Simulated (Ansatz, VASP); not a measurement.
Two plane-wave programs on InPd

```
CELL_PARAMETERS angstrom
0.00000 2.74607 2.74607
2.74607 0.00000 2.74607
2.74607 2.74607 0.00000
ATOMIC_POSITIONS crystal
In 0.00000 0.00000 0.00000
Pd 0.50000 0.50000 0.50000
```

The cell was built by a generator and needn't be a form met in nature.

Alike in both runs: task relaxation of cell and atoms; functional PBEsol; k mesh 8 × 8 × 8; occupations fermi-dirac, width 0.05 eV; no spin polarisation.

|  | VASP | Ansatz |
| --- | --- | --- |
| version | VASP 6.6.1 | Ansatz 0.2.0 |
| potentials or method | VASP PAW PBE potentials, release 64 (In_d, Pd) | Ansatz PAW |
| plane-wave cutoff (eV) | 600 | 420 |
| valence electrons in the cell | 23 | 31 |

Ansatz gave:

```
gap on the k mesh at the Fermi level, each at its own relaxed structure (eV) : none
relaxed volume (Å³/atom)                                                     : 19.59
relaxed cell length with the largest relative difference (Å)                 : 3.812
energy change over the relaxation (meV/atom)                                 : -18
```

Task: Estimate VASP's values.

Result: gap on the k mesh at the Fermi level, each at its own relaxed structure (eV): none; relaxed volume (Å³/atom): 19.62; relaxed cell length with the largest relative difference (Å): 3.814; energy change over the relaxation (meV/atom): -18.

A gap of «none» marks a metal or a gap that the smearing closes. The two sets of potentials don't hold the same shells in valence.

Caveats: the PAW data sets were made with another functional, which shifts forces and pressure a little (VASP); the plane-wave basis is chosen anew once the cell has moved, so the energies of steps on either side of that aren't comparable (Ansatz); the PAW data sets come from PBE, with cores solved anew for the run's functional, which leaves a small shift of forces and pressure (Ansatz).
